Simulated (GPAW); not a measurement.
# SnTe (Fm-3m) in GPAW: a series of runs, part 2 of 2

GPAW 26.7.0. The steps go on from the part before.

## 3. Dielectric tensor, PBE

This run uses another cell than the first one, of 31.91 Å³/atom, 1.020 times its volume.

run.py reads:

```python
import numpy as np
from ase import Atoms
from ase.dft.bandgap import bandgap
from ase.io import write
from gpaw import GPAW, PW
from gpaw.response.df import DielectricFunction

atoms = Atoms(['Te', 'Sn'],
              cell=[[0.0, 3.1717171644, 3.1717171644],
                    [3.1717171644, 0.0, 3.1717171644],
                    [3.1717171644, 3.1717171644, 0.0]],
              scaled_positions=[[0.5, 0.5, 0.5],
                                [0.0, 0.0, 0.0]],
              pbc=True)

calc = GPAW(mode=PW(450),
            xc='PBE',
            kpts={'size': (6, 6, 6), 'gamma': True},
            occupations={'name': 'fermi-dirac', 'width': 0.001},
            nbands=19,
            convergence={'density': 1e-06},
            maxiter=150,
            txt='gpaw.txt')
atoms.calc = calc
energy = atoms.get_potential_energy()
calc.write('gs.gpw')
write('result.traj', atoms)
print(f'Energy: {energy:.6f} eV')
print('Fermi level:', round(calc.get_fermi_level(), 4), 'eV')
print(f'Gap: {bandgap(calc)[0]:.4f} eV, direct: {bandgap(calc, direct=True)[0]:.4f} eV')

for size in [(18, 18, 18)]:
    name = 'x'.join(str(n) for n in size)
    dense = calc.fixed_density(kpts={'size': size, 'gamma': True},
                               nbands=36, convergence={'bands': 30, 'eigenstates': 1e-7},
                               update_fermi_level=True, txt=f'dense-{name}.txt')
    dense.write(f'{name}.gpw', mode='all')
    df = DielectricFunction(f'{name}.gpw', frequencies=np.array([0.0]), hilbert=False, eta=0.001,
                            ecut=80, nbands=30, intraband=False, txt=f'df-{name}.txt')
    for xc in ['RPA']:
        for direction in ['x', 'y', 'z', [0, 1, 1], [1, 0, 1], [1, 1, 0]]:
            e0, e = df.get_macroscopic_dielectric_constant(xc=xc, direction=direction)
            print(f'{name} {xc} {direction}: {e0:.4f} without, {e:.4f} with local fields')
```

Potentials or basis: GPAW PAW data sets (gpaw-data 1.2.1), pw.

The run is started by

```sh
$ OMP_NUM_THREADS=1 python run.py
```

gpaw.txt:

```text
__  _  _
 | _ |_)|_||  |
 |__||  | ||/\| - 26.7.0

Input parameters:
  mode=PW(ecut=450.00000000000006),
  convergence={'density': 1e-06},
  kpts=MonkhorstPack(size=(6, 6, 6), gamma=True),
  maxiter=150,
  nbands=19,
  occupations=Occupations(name='fermi-dirac', width=0.001),
  xc=XC(name='PBE')

Diagonalizing LCAO Hamiltonian
Converting LCAO to pw mode

                 Te

       Sn

Atoms  # Å, Bohr magnetons
|   | symbol |        x |        y |        z |    initial magnetic moments |
|---|--------|----------|----------|----------|-----------------------------|
| 0 |     Te | 3.171717 | 3.171717 | 3.171717 | ( 0.0000,  0.0000,  0.0000) |
| 1 |     Sn | 0.000000 | 0.000000 | 0.000000 | ( 0.0000,  0.0000,  0.0000) |

Unit cell  # Å
| periodic |        x |        y |        z |  lengths |    angles |
|----------|----------|----------|----------|----------|-----------|
|      yes | 0.000000 | 3.171717 | 3.171717 | 4.485485 | 60.000000 |
|      yes | 3.171717 | 0.000000 | 3.171717 | 4.485485 | 60.000000 |
|      yes | 3.171717 | 3.171717 | 0.000000 | 4.485485 | 60.000000 |

Number of symmetries: 48
Symmetry operations  # r_c * U_cc + t_c -> r_c
|    | kind |            matrix            |
|----|------|------------------------------|
|  0 |  σ   |  1, 0, 0,  1, 0,-1,  1,-1, 0 |
|  1 |  C2  |  1, 0, 0,  1,-1, 0,  1, 0,-1 |
|  2 |  E   |  1, 0, 0,  0, 1, 0,  0, 0, 1 |
|  3 |  σ   |  1, 0, 0,  0, 0, 1,  0, 1, 0 |
|  4 |  C4  |  1, 0,-1,  1, 0, 0,  1,-1, 0 |
|  5 |  S6  |  1, 0,-1,  1,-1, 0,  1, 0, 0 |
|  6 |  σ   |  1, 0,-1,  0, 1,-1,  0, 0,-1 |
|  7 |  C3  |  1, 0,-1,  0, 0,-1,  0, 1,-1 |
|  8 |  S6  |  1,-1, 0,  1, 0, 0,  1, 0,-1 |
|  9 |  C4  |  1,-1, 0,  1, 0,-1,  1, 0, 0 |
| 10 |  C3  |  1,-1, 0,  0,-1, 1,  0,-1, 0 |
| 11 |  σ   |  1,-1, 0,  0,-1, 0,  0,-1, 1 |
| 12 |  σ   |  0, 1, 0,  1, 0, 0,  0, 0, 1 |
| 13 |  C4  |  0, 1, 0,  0, 1,-1, -1, 1, 0 |
| 14 |  C3  |  0, 1, 0,  0, 0, 1,  1, 0, 0 |
| 15 |  S6  |  0, 1, 0, -1, 1, 0,  0, 1,-1 |
| 16 |  C2  |  0, 1,-1,  1, 0,-1,  0, 0,-1 |
| 17 |  σ   |  0, 1,-1,  0, 1, 0, -1, 1, 0 |
| 18 |  S4  |  0, 1,-1,  0, 0,-1,  1, 0,-1 |
| 19 |  C4  |  0, 1,-1, -1, 1, 0,  0, 1, 0 |
| 20 |  C3  |  0, 0, 1,  1, 0, 0,  0, 1, 0 |
| 21 |  σ   |  0, 0, 1,  0, 1, 0,  1, 0, 0 |
| 22 |  S6  |  0, 0, 1,  0,-1, 1, -1, 0, 1 |
| 23 |  C4  |  0, 0, 1, -1, 0, 1,  0,-1, 1 |
| 24 |  S4  |  0, 0,-1,  1, 0,-1,  0, 1,-1 |
| 25 |  C3  |  0, 0,-1,  0, 1,-1,  1, 0,-1 |
| 26 |  C2  |  0, 0,-1,  0,-1, 0, -1, 0, 0 |
| 27 |  S6  |  0, 0,-1, -1, 0, 0,  0,-1, 0 |
| 28 |  S4  |  0,-1, 1,  1,-1, 0,  0,-1, 0 |
| 29 |  C4  |  0,-1, 1,  0, 0, 1, -1, 0, 1 |
| 30 |  C2  |  0,-1, 1,  0,-1, 0,  1,-1, 0 |
| 31 |  σ   |  0,-1, 1, -1, 0, 1,  0, 0, 1 |
| 32 |  C3  |  0,-1, 0,  1,-1, 0,  0,-1, 1 |
| 33 |  S6  |  0,-1, 0,  0, 0,-1, -1, 0, 0 |
| 34 |  S4  |  0,-1, 0,  0,-1, 1,  1,-1, 0 |
| 35 |  C2  |  0,-1, 0, -1, 0, 0,  0, 0,-1 |
| 36 |  C2  | -1, 1, 0,  0, 1, 0,  0, 1,-1 |
| 37 |  S6  | -1, 1, 0,  0, 1,-1,  0, 1, 0 |
| 38 |  S4  | -1, 1, 0, -1, 0, 1, -1, 0, 0 |
| 39 |  C3  | -1, 1, 0, -1, 0, 0, -1, 0, 1 |
| 40 |  S6  | -1, 0, 1,  0, 0, 1,  0,-1, 1 |
| 41 |  C2  | -1, 0, 1,  0,-1, 1,  0, 0, 1 |
| 42 |  C3  | -1, 0, 1, -1, 1, 0, -1, 0, 0 |
| 43 |  S4  | -1, 0, 1, -1, 0, 0, -1, 1, 0 |
| 44 |  C2  | -1, 0, 0,  0, 0,-1,  0,-1, 0 |
| 45 |  i   | -1, 0, 0,  0,-1, 0,  0, 0,-1 |
| 46 |  σ   | -1, 0, 0, -1, 1, 0, -1, 0, 1 |
| 47 |  C2  | -1, 0, 0, -1, 0, 1, -1, 1, 0 |

BZ-sampling:
  Number of BZ points: 216
  Number of IBZ points: 16

  Monkhorst-Pack size: [6, 6, 6]
  Monkhorst-Pack shift: [0.08333333333333333, 0.08333333333333333, 0.08333333333333333]

K-points  # in reciprocal-cell coordinates
|     |                                coordinates |     weight |
|-----|--------------------------------------------|------------|
|   0 | (  0.00000000,   0.00000000,   0.00000000) | 0.00462963 |
|   1 | (  0.16666667,   0.16666667,   0.00000000) | 0.02777778 |
|   2 | (  0.16666667,   0.16666667,   0.16666667) | 0.03703704 |
|   3 | (  0.33333333,   0.16666667,   0.16666667) | 0.05555556 |
|   4 | (  0.33333333,   0.33333333,  -0.33333333) | 0.05555556 |
|   5 | (  0.33333333,   0.33333333,   0.00000000) | 0.02777778 |
|   6 | (  0.33333333,   0.33333333,   0.16666667) | 0.11111111 |
|   7 | (  0.33333333,   0.33333333,   0.33333333) | 0.03703704 |
|   8 | (  0.50000000,   0.33333333,  -0.33333333) | 0.11111111 |
|   9 | (  0.50000000,   0.33333333,  -0.16666667) | 0.05555556 |
| ... |                                            |            |
|  15 | (  0.50000000,   0.50000000,   0.50000000) | 0.01851852 |

Plane wave coefficients: 1411
Cutoff: 450.00000000000006 eV

Spin-components: 1 (collinear spins)
Bands:           19
Projectors:      11
Spin-degeneracy: 2
Datatype:        complex128

Parallelization:
  kpt:    1
  domain: 1
  band:   1

Density:
  Valence electrons: 20.0
  Components: 1
  Grid points: [24 24 24]
  Charge: 0.0  # |e|

Potential:
  Grid points: [24 24 24]

species:
  Te:
    name:    Tellurium
    Z:       52.0
    valence: 6
    core:    46
    charge:  0.0  # [|e|]
    compensation charges:
      type: gauss
      rc: 0.36  # [Å]
      lmax: 2
    cutoffs:
      filter: 2.09  # [Å]
      core: 3.17  # [Å]
    projectors
    | kind |    occ | energy [eV] | rcut [Å] |
    |------|--------|-------------|----------|
    |   5s |  2.000 |     -15.089 |    1.180 |
    |   5p |  4.000 |      -5.955 |    1.196 |
    |    s |        |      12.123 |    1.180 |
    |    p |        |      21.256 |    1.196 |
    |    d |        |       0.000 |    1.238 |

    Using partial waves for Te as LCAO basis

  Sn:
    name:    Tin
    Z:       50.0
    valence: 14
    core:    36
    charge:  0.0  # [|e|]
    compensation charges:
      type: gauss
      rc: 0.38  # [Å]
      lmax: 2
    cutoffs:
      filter: 2.23  # [Å]
      core: 2.35  # [Å]
    projectors
    | kind |    occ | energy [eV] | rcut [Å] |
    |------|--------|-------------|----------|
    |   5s |  2.000 |     -10.538 |    1.201 |
    |   5p |  2.000 |      -3.696 |    1.270 |
    |   4d | 10.000 |     -25.845 |    1.185 |
    |    s |        |      16.674 |    1.201 |
    |    p |        |      23.515 |    1.270 |
    |    d |        |       1.367 |    1.185 |

    Using partial waves for Sn as LCAO basis

Reference energy: -352801.376741  # eV

eigensolver:
  PPCG
  Converge bands: occupied
  niter=2

density mixing:
  MSR1-Mixer
  Pratt-step length: 0.05
  Maximum mixing coefficient: 0.75
  Old densities: 10
  SVD Regularization: 0.005
  Good broyden scale: 1.0
  Trust region scale: 1.0
  Backstep threshold: 4.0
  History deletion threshold: 6.0
  Fourier metric: weight=20.0, sigma=0.015

occupation numbers:
  Fermi-Dirac:
    width: 0.0010  # eV

poisson solver:
  ecut: 3600.0000000000005  # eV

xc functional:
  name: PBE with 2 nearest neighbor stencil

convergence criteria:
- Maximum integral of absolute [dens]ity change: 1e-06 electrons / valence electron
- Maximum [total energy] change in last 3 cyles: 0.0005 eV / valence electron
- Maximum integral of absolute [eigenst]ate change: 4e-08 eV^2 / valence electron
maximum number of iterations: 150

SCF iterations
|iter     | |      energy | eigst |  dens |
|---------|-|-------------|-------|-------|
|iter:   1| |   -7.821759 | -0.20 |       |
|iter:   2| |   -7.814121 | -2.34 | -1.47 |
|iter:   3| |   -7.779316 | -2.69 | -1.51 |
|iter:   4| |   -7.780674 | -4.19 | -2.10 |
|iter:   5| |   -7.780913c| -4.78 | -2.59 |
|iter:   6| |   -7.780920c| -6.21 | -3.32 |
|iter:   7| |   -7.780921c| -7.53c| -4.17 |
|iter:   8| |   -7.780921c| -7.65c| -4.70 |
|iter:   9| |   -7.780921c| -8.19c| -5.82 |
|iter:  10| |   -7.780921c| -8.81c| -6.36c|

Converged in 10 steps
Energy contributions relative to reference atoms: (reference = -352801.376741)

Energy contributions:
  Kinetic:          13.549208
  Coulomb:         -13.931259
  Zero:              0.186251
  External:          0.000000
  Xc:               -7.585120
  Entropy:          -0.000000
  Spinorbit:         0.000000
  ----------------------------
  Free energy:      -7.780921
  Extrapolated:     -7.780921

dipole moment: (-21.510988, -21.510988, -21.510988)  # |e|*Ang

Fermi level: 6.263
Eigenvalues  # (at kpt = [0.000, 0.000, 0.000])
| band index |      eig [eV] | occ [0-2] |
|------------|---------------|-----------|
|          0 |       -15.666 |     2.000 |
|        ... |               |           |
|          2 |       -15.659 |     2.000 |
|          3 |       -15.659 |     2.000 |
|          4 |       -15.659 |     2.000 |
|          5 |        -6.423 |     2.000 |
|          6 |         1.483 |     2.000 |
|          7 |         4.122 |     2.000 |
[... 9 lines left out ...]
|         17 |        13.125 |     0.000 |
|         18 |        13.125 |     0.000 |

Gap: 0.046 eV
Transition (v -> c):
  (s=0, k=15, n=9, [0.50, 0.50, 0.50]) -> (s=0, k=15, n=10, [0.50, 0.50, 0.50])
No difference between direct/indirect transitions
# Writing to gs.gpw (mode='')
```

Run time: 4.8 min. Hardware: 1 thread of Arm Neoverse V1, shared host; peak memory 0.51 GiB.

Results:

| Quantity | Value |
| --- | --- |
| Free energy | -7.7809 eV |
| Band gap on the k mesh | 0.05 eV, direct |
| Electronic dielectric tensor (diagonal) | 244.16 |

Electronic dielectric tensor:
```
244.16   0.00   0.00
  0.00 244.16   0.00
  0.00   0.00 244.16
```

Caveat: the gap is small at this level, which inflates the dielectric constant; the long-wavelength limit can be off by a per cent or two; spin-orbit coupling is left out, which moves the levels of the heavy elements.

## 4. Against experiment

Step 2. Measured gap of SnTe: 0.18 eV (direct; 300 K; a printed reference work, textbook). This calculation gives 0.11 eV (-0.07 eV). Spin-orbit coupling on Sn, Te is left out. The value is that of PBE on a finite k mesh, which can miss the band edges, without temperature or zero-point motion. Semilocal functionals fall short of measured gaps as a rule.

Step 3. Against the measured gap of SnTe, 0.18 eV (direct; 300 K; a printed reference work, textbook), the calculated 0.05 eV is off by -0.13 eV. Spin-orbit coupling on Sn, Te is left out. The value is that of PBE on a finite k mesh, which can miss the band edges, without temperature or zero-point motion. Semilocal functionals fall short of measured gaps as a rule.
